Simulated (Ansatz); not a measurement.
Ge: rattling a relaxed structure

The cell was found from a structure generator's guess, not taken from experiment.

These are results of Ansatz 0.2.0, DFT PBE, scalar-relativistic, plane waves, PAW, not measurements. Plane waves to 420 eV, a k mesh through Γ of 14×14×8 on the computed 4-atom cell and Gaussian smearing (0.10 eV); no spin polarisation.

The cell below (4 atoms, space group Cmce (No. 64)) is relaxed within its symmetry.

```cif
data_structure
_symmetry_space_group_name_H-M 'P 1'
_symmetry_Int_Tables_number 1
_cell_length_a 4.1131
_cell_length_b 4.1131
_cell_length_c 6.3914
_cell_angle_alpha 90.000
_cell_angle_beta 90.000
_cell_angle_gamma 126.713
_cell_volume 86.68
loop_
_atom_site_label
_atom_site_type_symbol
_atom_site_fract_x
_atom_site_fract_y
_atom_site_fract_z
_atom_site_occupancy
Ge1 Ge 0.15236 0.84764 0.40622 1
Ge2 Ge 0.34764 0.65236 0.90622 1
Ge3 Ge 0.84764 0.15236 0.59378 1
Ge4 Ge 0.65236 0.34764 0.09378 1
```

For the test a repeat of it with 8 atoms (edges 3.69, 4.11, 12.78 Å) was strained at random (σ = 1.5 % a component), the atoms were moved at random (σ = 0.15 Å), and all was relaxed again on a coarse 6×6×2 mesh (in the run’s order of axes) with 0.20 eV smearing, with no symmetry imposed.

Task: Does it come back?

Result: It returns, within 1 meV/atom of the unmoved cell on that mesh and with the same symmetry when read at 0.1 Å (Cmc2_1 at 0.01 Å, so small strains and shifts remain). So it is stable against the distortions that fit this cell and that this random move excites. Modes that don't fit the cell aren't tested. Another cell of Ge relaxed alike, in P6_3/mmc, lies 217 meV/atom lower, so this cell isn't the stable form at this level.
